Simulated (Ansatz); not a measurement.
# CdSe: the cost of one run

Method: DFT PBEsol, scalar-relativistic, plane waves, PAW, in Ansatz 0.2.0.

5 further runs of the same task are left out: 1 that didn't finish, 4 set aside as unsound or not needed.

### Step 1. The system as given

Symmetry: F-43m, No. 216, cubic system. Conventional cell: a = 5.356 Å, b = 5.356 Å, c = 5.356 Å, α = 90.00°, β = 90.00°, γ = 90.00°. Zn (site symmetry -43m) has 4 S at 2.32 Å as nearest neighbours. S (site symmetry -43m) has 4 Zn at 2.32 Å as nearest neighbours.

As a file:

```cif
data_structure
_symmetry_space_group_name_H-M 'P 1'
_symmetry_Int_Tables_number 1
_cell_length_a 3.7873
_cell_length_b 3.7873
_cell_length_c 3.7873
_cell_angle_alpha 60.000
_cell_angle_beta 60.000
_cell_angle_gamma 60.000
_cell_volume 38.41
loop_
_atom_site_label
_atom_site_type_symbol
_atom_site_fract_x
_atom_site_fract_y
_atom_site_fract_z
_atom_site_occupancy
Zn1 Zn 0.00000 0.00000 0.00000 1
S1 S 0.25000 0.25000 0.25000 1
```

It goes back to an entry of the Materials Project.

This cell was relaxed beforehand with the same method: volume 19.21 Å³/atom, gap on the mesh 2.09 eV.

### Step 2. The substitution S → Se, Zn → Cd

The start of CdSe: fractional positions of relaxed ZnS, cell scaled by 1.106, a guess from tabulated radii.

### Step 3. A first look at the start (CdSe)

Input file input.yaml:

```yaml
crystal:
  lattice:
    - [0.0, 2.9605872213, 2.9605872213]
    - [2.9605872213, 0.0, 2.9605872213]
    - [2.9605872213, 2.9605872213, 0.0]
  atoms:
    - { symbol: Cd, position: [0.0, 0.0, 0.0] }
    - { symbol: Se, position: [0.25, 0.25, 0.25] }
basis:
  ecutwfc: 420
kpoints:
  mp_grid: { grid: [6, 6, 6] }
hamiltonian:
  xc: pbesol
scf:
  occupations: { method: gaussian, width: 0.1 }
output:
  forces: true
  stress: true
  eigenvalues: true
```

On the command line:

```bash
> ansatz run input.yaml --threads 1 --pin off --max-ram 2560MiB --backend cpu --events-out ev --progress --plain --runs-dir out
```

What time and memory should one allow on 1 thread of Intel Xeon Platinum 8259CL at 2.50GHz (Skylake/Cascade Lake), shared host?

About 1.8 s, with a peak of 0.37 GiB.
